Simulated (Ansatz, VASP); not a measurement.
One calculation of As, two programs

```
CELL_PARAMETERS angstrom
0.00000 2.98332 2.98332
2.98332 0.00000 2.98332
2.98332 2.98332 0.00000
ATOMIC_POSITIONS crystal
As 0.12500 0.12500 0.12500
As 0.87500 0.87500 0.87500
```

Alike in both runs: task single point; functional LDA; k mesh 10 × 10 × 10; occupations fermi-dirac, width 0.1 eV; no spin polarisation.

|  | VASP | Ansatz |
| --- | --- | --- |
| version | VASP 6.6.1 | Ansatz 0.2.0 |
| potentials or method | VASP PAW LDA potentials, release 64 (As) | plane waves (420 eV) with PAW, scalar-relativistic |
| plane-wave cutoff (eV) | 520 | 420 |
| valence electrons in the cell | 10 | 30 |

Ansatz gave:

* pressure (GPa): -0.1

Problem. What did VASP give for the same quantities?

Solution. Pressure (GPa): 0.1.

The two sets of potentials don't hold the same shells in valence. Ansatz warned: «pseudo_functional_mismatch».
